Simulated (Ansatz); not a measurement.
The system is TaN.

```
Ta N
1.0
     5.19600    0.00000    0.00000
    -2.59800    4.49987    0.00000
     0.00000    0.00000    2.91100
Ta N
3 3
Direct
  0.00000 0.00000 0.00000
  0.66667 0.33333 0.50000
  0.33333 0.66667 0.50000
  0.00000 0.39285 0.00000
  0.60715 0.60715 0.00000
  0.39285 0.00000 0.00000
```

Base run:

```yaml
Program: Ansatz 0.2.0
Functional: PBEsol
Potentials_or_basis: Ansatz PAW
Cutoff: 420 eV
Density_cutoff: 1680 eV
k_mesh: 6 × 6 × 9
Occupations: fermi-dirac, width 0.05 eV
Spin: no spin polarisation
```

Its results: band gap on the k mesh none (metal or under the smearing width); pressure -3.8 GPa; largest force 0.017 eV/Å.

Task: The run is repeated on the same cell with these changes: functional from PBEsol to r2SCAN; cutoff from 420 eV to 500 eV; density cutoff from 1680 eV to 2000 eV. What comes out?

Result: Band gap on the k mesh none (metal or under the smearing width); pressure 0.3 GPa; largest force 0.031 eV/Å.

Caveats: the PAW data sets come from PBE, with cores solved anew for the run's functional, which leaves a small shift of forces and pressure.

Not every run made on this cell is shown here.
